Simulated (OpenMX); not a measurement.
Si: single point with PBE

The system is Si.

```
Si
1.0
     2.62054    0.00000    0.00000
    -1.31027    2.26946    0.00000
     0.00000    0.00000    2.46635
Si
1
Direct
  0.00000 0.00000 0.00000
```

This isn't the form of Si at room conditions, which is diamond.

- Program: OpenMX 3.8.5
- Task: single point
- Functional: PBE
- Potentials or basis: OpenMX 2013 PBE set, Si7.0-s2p2d1, grid cutoff 300 Ry
- k mesh: 13 × 13 × 11
- Occupations: fermi-dirac, width 0.05 eV
- Spin: no spin polarisation
- Mixing scheme: rmm-diisk
- SCF threshold: 1e-08 Ha
- Solver: band
- Max SCF cycles: 100

```
Pressure               : 4.1 GPa
Band gap on the k mesh : none (metal or under the smearing width)
```

Levels at points of the mesh, in eV from the Fermi level:
| k point | band 1 | band 2 | band 3 | band 4 | band 5 | band 6 |
| --- | --- | --- | --- | --- | --- | --- |
| (0.00, 0.00, 0.00) | -14.04 | 7.69 | 8.89 | 10.87 | 10.87 | 12.60 |

Wall time 46 s on 1 thread of Arm Neoverse N1 (shared host), peak memory 0.26 GiB.

Caveat: the basis of atomic orbitals isn't converged, which shifts pressures, moduli and gaps.
